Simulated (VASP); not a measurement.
# K (Im-3m) in VASP: notebook, part 2 of 2

VASP 6.6.1. Earlier steps stand in the parts before.

## Step 3: Relaxation of cell and atoms, PBE

This run uses another cell than the first one, of 73.56 Å³/atom, 1.031 times its volume.

INCAR

```
PREC = Accurate
ENCUT = 300
EDIFF = 1E-7
ISMEAR = 1
SIGMA = 0.1
LREAL = False
LASPH = True
NELM = 80
ALGO = Normal
ISIF = 3
LWAVE = False
LCHARG = False
GGA = PE
IBRION = 2
NSW = 90
EDIFFG = -0.005
```

KPOINTS

```
regular mesh
0
Gamma
  5 5 5
```

POSCAR

```
K                                       
1.0
   -2.6395156334      2.6395156334      2.6395156334
    2.6395156334     -2.6395156334      2.6395156334
    2.6395156334      2.6395156334     -2.6395156334
  K             
     1
Direct
     0.0000000000000000    0.0000000000000000    0.0000000000000000
```

Potentials or basis: VASP PAW PBE potentials, release 64 (K_pv).

Command:

```
$ cat potpaw_PBE.64/K_pv/POTCAR > POTCAR
$ mpirun -np 1 vasp_std > vasp.out
```

OUTCAR:

```text
PREC = Accurate
   ENCUT = 300
   EDIFF = 1E-7
   ISMEAR = 1
   LREAL = False
   LASPH = True
   NELM = 80
   ISIF = 3
   GGA = PE
   IBRION = 2
   NSW = 90
   EDIFFG = -0.005

 ion  position               nearest neighbor table
   1  0.000  0.000  0.000-

  LATTYP: Found a body centered cubic cell.
 ALAT       =     5.2790312668

  Lattice vectors:

 A1 = (  -2.6395156334,   2.6395156334,   2.6395156334)
 A2 = (   2.6395156334,  -2.6395156334,   2.6395156334)
 A3 = (   2.6395156334,   2.6395156334,  -2.6395156334)

Analysis of symmetry for initial positions (statically):
=====================================================================
 Subroutine PRICEL returns:
 Original cell was already a primitive cell.

 Routine SETGRP: Setting up the symmetry group for a
 body centered cubic supercell.

 Subroutine GETGRP returns: Found 48 space group operations
 (whereof 48 operations were pure point group operations)
 out of a pool of 48 trial point group operations.

The static configuration has the point symmetry O_h .

Analysis of symmetry for dynamics (positions and initial velocities):
=====================================================================
 Subroutine PRICEL returns:
 Original cell was already a primitive cell.

 Routine SETGRP: Setting up the symmetry group for a
 body centered cubic supercell.

 Subroutine GETGRP returns: Found 48 space group operations
 (whereof 48 operations were pure point group operations)
 out of a pool of 48 trial point group operations.

The dynamic configuration has the point symmetry O_h .

 Subroutine INISYM returns: Found 48 space group operations
 (whereof 48 operations are pure point group operations),
 and found     1 'primitive' translations

----------------------------------------------------------------------------------------

                                     Primitive cell

  volume of cell :      73.5585

  direct lattice vectors                    reciprocal lattice vectors
    -2.639515633  2.639515633  2.639515633     0.000000000  0.189428694  0.189428694
     2.639515633 -2.639515633  2.639515633     0.189428694  0.000000000  0.189428694
     2.639515633  2.639515633 -2.639515633     0.189428694  0.189428694  0.000000000

  length of vectors
     4.571775184  4.571775184  4.571775184     0.267892629  0.267892629  0.267892629

  position of ions in fractional coordinates (direct lattice)
     0.000000000  0.000000000  0.000000000

  ion indices of the primitive-cell ions
   primitive index   ion index
                 1           1

----------------------------------------------------------------------------------------

 KPOINTS: regular mesh

Automatic generation of k-mesh.
 Grid dimensions read from file:
 generate k-points for:    5    5    5

 Generating k-lattice:

  Cartesian coordinates                     Fractional coordinates (reciprocal lattice)
     0.000000000  0.037885739  0.037885739     0.200000000  0.000000000  0.000000000
     0.037885739  0.000000000  0.037885739     0.000000000  0.200000000  0.000000000
     0.037885739  0.037885739  0.000000000     0.000000000  0.000000000  0.200000000

  Length of vectors
     0.053578526  0.053578526  0.053578526

  Shift w.r.t. Gamma in fractional coordinates (k-lattice)
     0.000000000  0.000000000  0.000000000

 Subroutine IBZKPT returns following result:
 ===========================================

 Found     10 irreducible k-points:

 Following reciprocal coordinates:
            Coordinates               Weight
  0.000000  0.000000  0.000000      1.000000
  0.200000  0.000000  0.000000     12.000000
  0.400000  0.000000  0.000000     12.000000
  0.200000  0.200000  0.000000     24.000000
  0.400000  0.200000  0.000000     24.000000
  0.200000  0.200000  0.200000      8.000000
 -0.200000  0.200000  0.200000      6.000000
 -0.400000  0.400000  0.200000     24.000000
 -0.400000 -0.400000  0.200000      8.000000
 -0.400000  0.400000  0.400000      6.000000
   k-points           NKPTS =     10   k-points in BZ     NKDIM =     10   number of bands    NBANDS=      7
   number of dos      NEDOS =    301   number of ions     NIONS =      1
   total plane-waves  NPLWV =  21952
   dimension x,y,z NGX =    28 NGY =   28 NGZ =   28
   dimension x,y,z NGXF=    56 NGYF=   56 NGZF=   56
   ions per type =               1
   NGX,Y,Z   is equivalent  to a cutoff of  10.18, 10.18, 10.18 a.u.
   NGXF,Y,Z  is equivalent  to a cutoff of  20.36, 20.36, 20.36 a.u.
 SYSTEM =  unknown system
   PREC   = accura    normal or accurate (medium, high low for compatibility)
   ISTART =      0    job   : 0-new  1-cont  2-samecut
   ICHARG =      2    charge: 1-file 2-atom 10-const
   ISPIN  =      1    spin polarized calculation?
   LNONCOLLINEAR =      F non collinear calculations
   LSORBIT =      F    spin-orbit coupling
   LASPH  =      T    aspherical Exc in radial PAW
   ENCUT  =  300.0 eV  22.05 Ry    4.70 a.u.   6.46  6.46  6.46*2*pi/ulx,y,z
   NELM   =     80;   NELMIN=  2; NELMDL= -5     # of ELM steps
   EDIFF  = 0.1E-06   stopping-criterion for ELM
   LREAL  =      F    real-space projection
   EDIFFG = -.5E-02   stopping-criterion for IOM
   NSW    =     90    number of steps for IOM
   IBRION =      2    ionic relax: 0-MD 1-quasi-New 2-CG
   NFREE  =      1    steps in history (QN), initial steepest desc. (CG)
   ISIF   =      3    stress and relaxation
   ISYM   =      2    0-nonsym 1-usesym 2-fastsym
   POTIM  = 0.5000    time-step for ionic-motion
   TEBEG  =    0.0;   TEEND  =   0.0 temperature during run
   PSTRESS=    0.0 pullay stress
   NELECT =       7.0000    total number of electrons
   NUPDOWN=      -1.0000    fix difference up-down
   EMIN   =  10.00;   EMAX   =-10.00  energy-range for DOS
   EFERMI =   0.00;   METHOD = LEGACY
   ISMEAR =     1;   SIGMA  =   0.10  broadening in eV -4-tet -1-fermi 0-gaus
   EFERMI_NEDOS =   21; number of points for ismear=-14 and -15
   IALGO  =     38    algorithm
   IMIX   =      4    mixing-type and parameters
     AMIX     =   0.40;   BMIX     =  1.00
     AMIX_MAG =   1.60;   BMIX_MAG =  1.00
  volume/ion in A,a.u.               =      73.56       496.40
  Fermi-wavevector in a.u.,A,eV,Ry     =   0.747418  1.412414  7.600663  0.558633
  Thomas-Fermi vector in A             =   1.843468
   LORBIT       =      0    0 simple, 1 ext, 2 COOP (PROOUT), +10 PAW based schemes
   GGA     = PE    functional components
   LHFCALC =     F    Hartree Fock is set to
   AEXX    =    0.0000 exact exchange contribution
   IVDW    =     0    specifies the selected vdW correction
   LEPSILON=     F    determine dielectric tensor
   LRPA    =     F    only Hartree local field effects (RPA)
 conjugate gradient relaxation of ions
 non-spin polarized calculation
 Methfessel and Paxton  Order N= 1 SIGMA  =   0.10
  energy-cutoff  :      300.00
  volume of cell :       73.56
 maximum number of plane-waves:       887
 NGX is ok and might be reduce to    28
   NGX = 13   NGY = 13   NGZ = 13

 number of electron       7.0000003 magnetization

 Free energy of the ion-electron system (eV)
  ---------------------------------------------------
  ext. energy  EPLUGINS =         0.00000000
  ---------------------------------------------------
  free energy    TOTEN  =        -1.02649702 eV

  energy without entropy =       -1.02188977  energy(sigma->0) =       -1.02496127

 E-fermi :  -1.1282     XC(G=0):  -5.6262

 val. band max:       -1.5196820322   @ k =   0.4000   0.0000   0.0000
 cond. band min:      -1.1053638547   @ k =  -0.4000   0.4000   0.2000
 fundamental gap:      0.4143181775
 Fermi energy:        -1.1281638541

 k-point     1 :       0.0000    0.0000    0.0000
  band No.  band energies     occupation
      1     -16.7724      2.00000
      2     -16.7724      2.00000
      3     -16.7724      2.00000
      4      -3.3522      2.00000
      5       3.1322      0.00000
      6       3.1322      0.00000
      7       3.1322      0.00000
[... 81 lines left out ...]
 k-point    10 :      -0.4000    0.4000    0.4000
  band No.  band energies     occupation
      1     -16.8202      2.00000
      2     -16.8163      2.00000
      3     -16.8163      2.00000
      4      -0.1051     -0.00000
      5       0.6748     -0.00000
      6       2.2583      0.00000
      7       2.2583      0.00000

------------------------ aborting loop because EDIFF is reached ----------------------------------------

  FORCE on cell =-STRESS in cart. coord.  units (eV):
  Direction    XX          YY          ZZ          XY          YZ          ZX
  --------------------------------------------------------------------------------------
  -------------------------------------------------------------------------------------
  Total        0.0024084      0.0024084      0.0024084      0.0000000     -0.0000000     -0.0000000
  in kB        0.0524564      0.0524564      0.0524564      0.0000000     -0.0000000     -0.0000000
  external PRESSURE =       0.0524564 kB  Pullay stress =       0.0000000 kB

 VOLUME and BASIS-vectors are now :
 -----------------------------------------------------------------------------
  energy-cutoff  :      300.00
  volume of cell :       73.56
      direct lattice vectors                 reciprocal lattice vectors
    -2.639515633  2.639515633  2.639515633     0.000000000  0.189428694  0.189428694
     2.639515633 -2.639515633  2.639515633     0.189428694  0.000000000  0.189428694
     2.639515633  2.639515633 -2.639515633     0.189428694  0.189428694  0.000000000

 POSITION                                       TOTAL-FORCE (eV/Angst)
 -----------------------------------------------------------------------------------
      0.00000      0.00000      0.00000        -0.000000     -0.000000     -0.000000
 -----------------------------------------------------------------------------------
    total drift:                                0.000000     -0.000000     -0.000000

  FREE ENERGIE OF THE ION-ELECTRON SYSTEM (eV)
  ---------------------------------------------------
  free  energy   TOTEN  =        -1.0264970236 eV

  energy  without entropy=       -1.0218897745  energy(sigma->0) =       -1.02496127

 reached required accuracy - stopping structural energy minimisation
```

OSZICAR:

```text
N       E                     dE             d eps       ncg     rms          rms(c)
DAV:   1     0.626320395610E+01    0.62632E+01   -0.25247E+03   154   0.453E+02
DAV:   2    -0.974660907883E+00   -0.72379E+01   -0.72386E+01   175   0.637E+01
DAV:   3    -0.102506141585E+01   -0.50401E-01   -0.50401E-01   238   0.663E+00
DAV:   4    -0.102509337037E+01   -0.31955E-04   -0.31955E-04   147   0.131E-01
DAV:   5    -0.102509366342E+01   -0.29304E-06   -0.29302E-06   259   0.124E-02    0.133E+00
DAV:   6    -0.102572737847E+01   -0.63372E-03   -0.10164E-03   154   0.264E-01    0.823E-01
DAV:   7    -0.102645916041E+01   -0.73178E-03   -0.23156E-03   182   0.390E-01    0.442E-02
DAV:   8    -0.102649550285E+01   -0.36342E-04   -0.81894E-05   168   0.896E-02    0.115E-02
DAV:   9    -0.102649750033E+01   -0.19975E-05   -0.79355E-06   203   0.223E-02    0.238E-03
DAV:  10    -0.102649699807E+01    0.50226E-06   -0.11935E-06   154   0.968E-03    0.213E-04
DAV:  11    -0.102649702360E+01   -0.25529E-07   -0.20754E-08   189   0.987E-04
   1 F= -.10264970E+01 E0= -.10249613E+01  d E =-.102650E+01
```

CONTCAR:

```text
K
   1.00000000000000
    -2.6395156333999998    2.6395156333999998    2.6395156333999998
     2.6395156333999998   -2.6395156333999998    2.6395156333999998
     2.6395156333999998    2.6395156333999998   -2.6395156333999998
  K
     1
Direct
     0.0000000000000000    0.0000000000000000    0.0000000000000000

  0.00000000E+00  0.00000000E+00  0.00000000E+00
```

Wall time 2.2 s (1 thread of Intel Xeon 6975P-C (Granite Rapids), shared host); peak memory 0.14 GiB.

Results:

```
Free energy             : -1.0265 eV
Pressure after relaxing : 0.0 GPa
Band gap on the k mesh  : none (metal or under the smearing width)
```

Final structure:
```
K
1.0
    -2.63952    2.63952    2.63952
     2.63952   -2.63952    2.63952
     2.63952    2.63952   -2.63952
K
1
Direct
  0.00000 0.00000 0.00000
```

Levels at points of the mesh, in eV from the Fermi level:
| k point | band 1 | band 2 | band 3 | band 4 | band 5 | band 6 | band 7 |
| --- | --- | --- | --- | --- | --- | --- | --- |
| (0.00, 0.00, 0.00) | -15.64 | -15.64 | -15.64 | -2.22 | 4.26 | 4.26 | 4.26 |

Caveat: the relaxation stopped at its first step, so nothing moved.

## Step 4: Relaxation of cell and atoms, PBEsol

INCAR

```
SYSTEM = K
ALGO = Normal ; EDIFF = 1E-6
EDIFFG = -0.01 ; ENCUT = 600
GGA = PS ; IBRION = 2
ISIF = 3 ; ISMEAR = 1
LASPH = .TRUE. ; LCHARG = .FALSE.
LREAL = .FALSE. ; LWAVE = .FALSE.
NELM = 80 ; NSW = 90
PREC = Accurate ; SIGMA = 0.1
```

KPOINTS

```
k-points
0
G
  10 10 10
  0 0 0
```

POSCAR

```
K
1.0
   -2.6125000000      2.6125000000      2.6125000000
    2.6125000000     -2.6125000000      2.6125000000
    2.6125000000      2.6125000000     -2.6125000000
K
1
Direct
    0.0000000000      0.0000000000      0.0000000000
```

Potentials or basis: VASP PAW PBE potentials, release 64 (K_sv).

Command:

```
$ cat potpaw_PBE.64/K_sv/POTCAR > POTCAR
$ mpirun -np 1 vasp_std > vasp.out
```

It took 12 s on 1 thread of Intel Xeon 6975P-C (Granite Rapids), shared host; peak memory 0.2 GiB.

The run converged. Its results:

* Free energy: -1.1302 eV
* Pressure after relaxing: 0.0 GPa
* Band gap on the k mesh: none (metal or under the smearing width)

Final structure:
```
K
1.0
    -2.61250    2.61250    2.61250
     2.61250   -2.61250    2.61250
     2.61250    2.61250   -2.61250
K
1
Cartesian
  0.0000 0.0000 0.0000
```

Levels at points of the mesh, in eV from the Fermi level:
```tsv
k point	band 1	band 2	band 3	band 4	band 5	band 6	band 7	band 8
(0.00, 0.00, 0.00)	-31.97	-15.48	-15.48	-15.48	-2.20	4.33	4.33	4.33
(0.50, 0.00, 0.00)	-31.96	-15.55	-15.50	-15.48	0.45	0.71	3.18	4.95
(0.50, 0.50, 0.50)	-31.96	-15.53	-15.53	-15.53	1.67	1.67	3.55	3.55
```

Caveat: the relaxation stopped at its first step, so nothing moved; the PAW data sets were made with another functional, which shifts forces and pressure a little.

## Step 5: Relaxation of cell and atoms, PBEsol

Edit INCAR of step 4 so:

```diff
@@ -1,4 +1,4 @@
 SYSTEM = K
-ALGO = Normal ; EDIFF = 1E-6
-EDIFFG = -0.01 ; ENCUT = 600
+ALGO = Normal ; EDIFF = 1E-7
+EDIFFG = -0.005 ; ENCUT = 600
 GGA = PS ; IBRION = 2
```

KPOINTS is that of step 4.

POSCAR

```
K                                       
1.0
   -2.6125000000      2.6125000000      2.6125000000
    2.6125000000     -2.6125000000      2.6125000000
    2.6125000000      2.6125000000     -2.6125000000
  K             
     1
Direct
     0.0000000000000000    0.0000000000000000    0.0000000000000000
```

Command:

```
$ cat potpaw_PBE.64/K_sv/POTCAR > POTCAR
$ mpirun -np 1 vasp_std > vasp.out
```

Run time: 34 s. Hardware: 1 thread of Intel Xeon 6975P-C (Granite Rapids), shared host; peak memory 0.22 GiB.

The run converged. Its results:

```yaml
Free_energy: -1.1302 eV
Relaxed_volume: 71.01 Å³/atom
Relaxed_cell: a = 4.518 Å, b = 4.518 Å, c = 4.518 Å, α = 109.47°, β = 109.47°, γ = 109.47°
Space_group_after_relaxing_to_0.05_Å: Im-3m (No. 229)
Energy_gained_by_relaxing: 0.0 meV/atom
Ionic_steps: 3
Pressure_after_relaxing: 0.0 GPa
Band_gap_on_the_k_mesh: none (metal or under the smearing width)
```

Final structure:
```yaml
crystal:
  lattice:
    - [-2.60865, 2.60865, 2.60865]
    - [2.60865, -2.60865, 2.60865]
    - [2.60865, 2.60865, -2.60865]
  atoms:
    - { symbol: K, position: [0.00000, 0.00000, 0.00000] }
```

Levels at points of the mesh, in eV from the Fermi level:
| k point | band 1 | band 2 | band 3 | band 4 | band 5 | band 6 | band 7 | band 8 |
| --- | --- | --- | --- | --- | --- | --- | --- | --- |
| (0.00, 0.00, 0.00) | -31.97 | -15.47 | -15.47 | -15.47 | -2.20 | 4.33 | 4.33 | 4.33 |
| (0.50, 0.00, 0.00) | -31.96 | -15.55 | -15.50 | -15.47 | 0.45 | 0.71 | 3.18 | 4.96 |
| (0.50, 0.50, 0.50) | -31.96 | -15.53 | -15.53 | -15.53 | 1.66 | 1.66 | 3.57 | 3.57 |

Caveat: the PAW data sets were made with another functional, which shifts forces and pressure a little.
